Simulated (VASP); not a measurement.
The system is Ga.

```
CELL_PARAMETERS angstrom
-1.74064 1.74064 1.74064
1.74064 -1.74064 1.74064
1.74064 1.74064 -1.74064
ATOMIC_POSITIONS crystal
Ga 0.00000 0.00000 0.00000
```

The cell was built by a generator and needn't be a form met in nature.

| Item | Value |
| --- | --- |
| Program | VASP 6.6.1 |
| Task | relaxation of cell and atoms |
| Functional | r2SCAN |
| Potentials or basis | VASP PAW PBE potentials, release 64 (Ga_d) |
| Cutoff | 600 eV |
| k mesh | 8 × 8 × 8 |
| Occupations | gaussian, width 0.1 eV |
| Spin | no spin polarisation |

At the start: pressure -5.5 GPa; volume 21.10 Å³/atom.

Task: How do energy, volume and symmetry change on relaxing?

Result: Over 3 steps the energy falls by 58.0 meV/atom and the volume is 18.30 Å³/atom (-13.3 %); space group Im-3m (No. 229, to 0.05 Å).

Step by step:
```
step  energy change (eV)  largest force (eV/Å)  pressure (GPa)  volume (Å³)
   1              0.0000                0.0000           -5.53        21.10
   2             -0.0538                0.0000           -1.97        18.95
   3             -0.0580                0.0000           -0.05        18.30
```

Final structure:
```
CELL_PARAMETERS angstrom
-1.66004 1.66004 1.66004
1.66004 -1.66004 1.66004
1.66004 1.66004 -1.66004
ATOMIC_POSITIONS crystal
Ga 0.00000 0.00000 0.00000
```

Caveat: the PAW data sets were made with another functional, which shifts forces and pressure a little.
